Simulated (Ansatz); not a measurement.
# Ti: frozen-core PAW against all-electron methods

```xyz
1
Lattice="-1.5918 1.5918 1.6410 1.5918 -1.5918 1.6410 1.5918 1.5918 -1.6410" Properties=species:S:1:pos:R:3 pbc="T T T"
Ti    0.0000    0.0000    0.0000
```

The structure is an experimental refinement, used without relaxation. The listed cell was then made from it by scaling, straining or moving an atom.

All numbers are computed: DFT, PBE, PAW with Ansatz's default frozen-core files, scalar-relativistic (Ansatz 0.2.0); DFT, PBE, all-electron PAW with datasets made for the crystal, scalar-relativistic (Ansatz 0.2.0); DFT, PBE, all-electron LAPW, scalar-relativistic (Ansatz 0.2.0).

For PAW: a Γ-centred 14×14×14 k mesh, Fermi–Dirac smearing of 0.05 eV, cutoff 420 eV, no spin polarisation. The crystal-made all-electron datasets (AE datasets) take a cutoff of 260 eV at this cell. LAPW targets a basis error of 0.25 meV/atom. The Ansatz runs share mesh, smearing and spin set-up. Plane-wave (PAW) pressures include the program's estimate of the Pulay term.

Stress and pressure are positive in compression.

The change that made this cell: x and y strained by -3 %, z held.

```tsv
quantity	PAW	AE datasets	LAPW
pressure (GPa)	4.24	4.23	4.23
stress xx (GPa)	4.03	4.02	4.01
stress zz (GPa)	4.67	4.67	4.66
```
